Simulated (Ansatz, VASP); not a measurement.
Ca in VASP and in Ansatz

The input INCAR:

```
PREC     = Accurate       # precision mode
ENCUT    = 600            # plane-wave cutoff, eV
EDIFF    = 1E-6           # SCF threshold, eV
ISMEAR   = 0              # smearing method
SIGMA    = 0.1            # smearing width, eV
LREAL    = False          # projectors in reciprocal space
LASPH    = True           # aspherical terms in the spheres
NELM     = 100            # most SCF steps
ALGO     = Normal         # electronic algorithm
ISIF     = 3              # what is computed and relaxed
LWAVE    = False          # write WAVECAR
LCHARG   = False          # write CHGCAR
GGA      = PE             # functional
IVDW     = 12             # dispersion correction
IBRION   = 2              # ionic algorithm
NSW      = 70             # ionic steps
EDIFFG   = -0.005         # ionic threshold
```

File KPOINTS:

```
regular mesh
0
Gamma
  14 14 14
```

The input POSCAR:

```
Ca
1.0
   -2.1904916621      2.1904916621      2.1904916621
    2.1904916621     -2.1904916621      2.1904916621
    2.1904916621      2.1904916621     -2.1904916621
Ca
1
Direct
    0.0000000000      0.0000000000      0.0000000000
```

Input for Ansatz:

```yaml
crystal:
  lattice:
    - [-2.1904916621, 2.1904916621, 2.1904916621]
    - [2.1904916621, -2.1904916621, 2.1904916621]
    - [2.1904916621, 2.1904916621, -2.1904916621]
  atoms:
    - { symbol: Ca, position: [0.0, 0.0, 0.0] }
basis:
  ecutwfc: 420
kpoints:
  mp_grid: { grid: [14, 14, 14] }
hamiltonian:
  xc: pbe
  dispersion: d3bj
scf:
  occupations: { method: gaussian, width: 0.1 }
output:
  forces: true
  stress: true
  eigenvalues: true
relax:
  adjacent_minimum: "off"
  f_tol: 0.005
  max_steps: 50
  cell: { stress_tol: 0.05 }
```

Alike in both runs: task relaxation of cell and atoms; functional PBE; dispersion D3(BJ); k mesh 14 × 14 × 14; occupations gaussian, width 0.1 eV; no spin polarisation.

```csv
,VASP,Ansatz
version,VASP 6.6.1,Ansatz 0.2.0
potentials or method,"VASP PAW PBE potentials, release 64 (Ca_sv)","scalar-relativistic, plane waves, PAW"
plane-wave cutoff (eV),600,420
valence electrons in the cell,10,10
```

```tsv
	VASP	Ansatz	Ansatz less VASP
gap on the k mesh at the Fermi level, each at its own relaxed structure (eV)	none	none	-
relaxed volume (Å³/atom)	40.02	39.90	-0.125
relaxed cell length with the largest relative difference (Å)	3.732	3.728	-0.0039
energy change over the relaxation (meV/atom)	-5	-5	-0.4
```

A gap of «none» marks a metal or a gap that the smearing closes.

Caveats: pairwise dispersion overbinds metals, which lowers pressure and volume.
